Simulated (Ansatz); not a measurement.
WS2 (P-6m2), a film clamped to a substrate

Computed with DFT r2SCAN, scalar-relativistic, plane waves, PAW (Ansatz). Settings: plane waves to 500 eV, k-mesh 12×12×2 (Γ-centred), Gaussian smearing 0.05 eV. Spin–orbit coupling is left out, which can shift energies with elements as heavy as these. No spin polarisation. Energies are free energies at this smearing, counted from the undisturbed cell; pressure is positive in compression.

The undisturbed cell (relaxed at this level; this form isn't the usual structure):

```yaml
crystal:
  lattice:
    - [3.18110, 0.00000, 0.00000]
    - [-1.59055, 2.75491, 0.00000]
    - [0.00000, 0.00000, 16.95074]
  atoms:
    - { symbol: W, position: [0.33333, 0.66667, 0.00000] }
    - { symbol: S, position: [0.66667, 0.33333, 0.90802] }
    - { symbol: S, position: [0.66667, 0.33333, 0.09198] }
```

The cell holds layers and no dispersion correction was added, so their binding is poorly described.

The cell (3 atoms, V0 = 148.55 Å³) is strained by p along both x and y and by q along z, fractional coordinates fixed. τp = (1/V0) ∂E/∂p = (σxx + σyy)(1 + p)(1 + q) and τq = (1/V0) ∂E/∂q = σzz(1 + p)², with tension positive.

| p | q | ΔE (meV/atom) | τp (GPa) | τq (GPa) |
| --- | --- | --- | --- | --- |
| 0.000 | 0.000 | 0.00 | 0.00 | 0.00 |
| -0.025 | 0.000 | 28.62 | -7.64 | -2.07 |
| 0.025 | 0.000 | 25.28 | 6.35 | 1.72 |
| 0.000 | -0.025 | 10.96 | -2.02 | -2.88 |
| 0.000 | 0.025 | 10.20 | 1.77 | 2.60 |

**Question.** Get the second derivatives of the energy density.

**Answer.** Central differences give A = ∂τp/∂p = 280 GPa (C11 + C22 + 2 C12), C = ∂τq/∂q = 110 GPa (C33) and the cross term B = ∂τq/∂p = 76 GPa (C13 + C23); ∂τp/∂q = 76 GPa must equal B, and any difference shows higher-order terms. The ions are clamped.

**Question.** A film of this crystal grows with z along the normal on a substrate that imposes p. How does its thickness respond, and what does the misfit cost?

**Answer.** Count p and q from the stress-free cell. A free surface needs τq = 0, so q = −(B/C) p = -0.69 p. The energy density left is (A − B²/C) p²/2 = M p², with the biaxial modulus M = 114 GPa; a misfit of 1 % costs 3.51 meV/atom, against 4.32 meV/atom if the thickness were held.

At p = 0.050 the energies along q are 85.2 (q = -0.050), 80.3 (q = -0.025), 95.2 (q = 0.000), 128.0 (q = 0.025), 176.8 (q = 0.050) meV/atom.

**Question.** Does the linear rule hold at this misfit?

**Answer.** A parabola through the lowest point and its neighbours has its minimum at q = -0.031, 79.7 meV/atom. With the stress left in the starting cell, τp0 and τq0, linear elasticity gives q = −(τq0 + Bp)/C = -0.035 and E = V0(τp0 p + τq0 q + Ap²/2 + Bpq + Cq²/2)/N = 87.8 meV/atom. The two agree within a tenth in energy.

Forces appear on the atoms along this scan, and letting them relax would lower the energy and soften the response.

The cell is essentially one S–W–S sheet surrounded by vacuum, so C = 110 GPa measures the stiffness of W–S bonds as the sulfur planes are forced together or apart, not the weak cohesion between layers. Because the stresses are divided by a volume that includes the vacuum, the moduli in GPa depend on the chosen cell height and can't be compared directly with those of bulk WS2.

In-plane tension pulls the sulfur planes towards the tungsten plane, since this limits the stretching of the strong, partly covalent W–S bonds; hence the negative thickness response. Compression costs more than equal extension along both strain paths, as expected from steep short-range repulsion and bonds that soften when stretched. The same anharmonicity explains why linear elasticity overestimates the energy at p = 0.050.

Symmetry leaves the sulfur height as the only internal freedom, and with negligible coupling across the vacuum, minimising over q already relaxes it. Further ionic relaxation should therefore barely change M, whereas it would make C and B nearly vanish.
